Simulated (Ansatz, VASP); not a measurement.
Two plane-wave programs on Al5O3

```
CELL_PARAMETERS angstrom
2.62959 0.00000 0.00000
0.00000 2.62959 0.00000
0.00000 0.00000 14.05840
ATOMIC_POSITIONS crystal
Al 0.00000 0.00000 0.23496
Al 0.00000 0.00000 0.76504
Al 0.00000 0.00000 0.00000
Al 0.50000 0.50000 0.39416
Al 0.50000 0.50000 0.60584
O 0.50000 0.50000 0.07937
O 0.50000 0.50000 0.92063
O 0.00000 0.00000 0.50000
```

Change from the starting cell: species swapped into the Ti3Pd5 type (P4/mmm, No. 123).

Alike in both runs: functional PBE; k mesh 14 × 14 × 4; occupations gaussian, width 0.1 eV; no spin polarisation.

Ansatz relaxed the structure, and its values are those at the end. VASP's run is a single point on that final structure, the one shown.

|  | VASP | Ansatz |
| --- | --- | --- |
| version | VASP 6.6.1 | Ansatz 0.2.0 |
| potentials or method | VASP PAW PBE potentials, release 64 (Al, O) | scalar-relativistic, plane waves, PAW |
| plane-wave cutoff (eV) | 520 | 420 |
| valence electrons in the cell | 33 | 33 |

```csv
,VASP,Ansatz,Ansatz less VASP
gap on the k mesh at the Fermi level (eV),none,none,-
pressure (GPa),0.0,0.0,+0.04
```

A gap of «none» marks a metal or a gap that the smearing closes.

Caveats: an odd number of electrons without spin polarisation forces a metal; a magnetic or distorted state may lie lower.
